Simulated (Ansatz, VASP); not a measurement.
# Two plane-wave programs on B5As2

Contents of INCAR:

```
ALGO = Normal
EDIFF = 1E-7
ENCUT = 520
GGA = PE
ISIF = 2
ISMEAR = 0
LASPH = True
LCHARG = False
LREAL = False
LWAVE = False
NBANDS = 38
NELM = 80
PREC = Accurate
SIGMA = 0.1
```

KPOINTS

```
k-points
0
Gamma
  4 4 4
```

POSCAR

```
B5As2
1.0
    0.0000000000      4.1831484600      4.1831484600
    4.1831484600      0.0000000000      4.1831484600
    4.1831484600      4.1831484600      0.0000000000
B As
10 4
Direct
    0.7500000000      0.7500000000      0.7500000000
    0.5000000000      0.5000000000      0.5000000000
    0.8755000200      0.8755000200      0.8755000200
    0.8765000700      0.3744999800      0.3744999800
    0.8755000200      0.8755000200      0.3734999300
    0.3744999800      0.8765000700      0.3744999800
    0.3734999300      0.8755000200      0.8755000200
    0.3744999800      0.3744999800      0.3744999800
    0.8755000200      0.3734999300      0.8755000200
    0.3744999800      0.3744999800      0.8765000700
    0.1250000000      0.1250000000      0.1250000000
    0.6250000000      0.1250000000      0.1250000000
    0.1250000000      0.1250000000      0.6250000000
    0.1250000000      0.6250000000      0.1250000000
```

Input for Ansatz:

```yaml
crystal:
  lattice:
    - [0.0, 4.18314846, 4.18314846]
    - [4.18314846, 0.0, 4.18314846]
    - [4.18314846, 4.18314846, 0.0]
  atoms:
    - { symbol: B, position: [0.75, 0.75, 0.75] }
    - { symbol: B, position: [0.5, 0.5, 0.5] }
    - { symbol: B, position: [0.87550002, 0.87550002, 0.87550002] }
    - { symbol: B, position: [0.87650007, 0.37449998, 0.37449998] }
    - { symbol: B, position: [0.87550002, 0.87550002, 0.37349993] }
    - { symbol: B, position: [0.37449998, 0.87650007, 0.37449998] }
    - { symbol: B, position: [0.37349993, 0.87550002, 0.87550002] }
    - { symbol: B, position: [0.37449998, 0.37449998, 0.37449998] }
    - { symbol: B, position: [0.87550002, 0.37349993, 0.87550002] }
    - { symbol: B, position: [0.37449998, 0.37449998, 0.87650007] }
    - { symbol: As, position: [0.125, 0.125, 0.125] }
    - { symbol: As, position: [0.625, 0.125, 0.125] }
    - { symbol: As, position: [0.125, 0.125, 0.625] }
    - { symbol: As, position: [0.125, 0.625, 0.125] }
basis:
  ecutwfc: 420
kpoints:
  mp_grid: { grid: [4, 4, 4] }
hamiltonian:
  xc: pbe
scf:
  occupations: { method: gaussian, width: 0.1 }
  lower_state_search: "off"
output:
  forces: true
  stress: true
  eigenvalues: true
```

Alike in both runs: task single point; functional PBE; k mesh 4 × 4 × 4; occupations gaussian, width 0.1 eV; no spin polarisation.

```csv
,VASP,Ansatz
version,VASP 6.6.1,Ansatz 0.2.0
potentials or method,"VASP PAW PBE potentials, release 64 (B, As)","scalar-relativistic, plane waves, PAW"
plane-wave cutoff (eV),520,420
valence electrons in the cell,50,90
```

Ansatz gave:

- gap on the k mesh at the Fermi level (eV): none
- pressure (GPa): 14.8
- rms of the force components (eV/Å): 1.042

Q: What did VASP give for the same quantities?

A: gap on the k mesh at the Fermi level (eV): none; pressure (GPa): 15.7; rms of the force components (eV/Å): 1.077.

Atom by atom the forces differ by 0.035 eV/Å (rms over components). A gap of «none» marks a metal or a gap that the smearing closes. The two sets of potentials don't hold the same shells in valence.

Caveats: so large a pressure means that the cell lies far from this level's equilibrium, or that cutoff or potentials fall short (VASP); forces of over 1 eV/Å show positions far from the minimum, so gaps and moduli don't describe the material at rest.
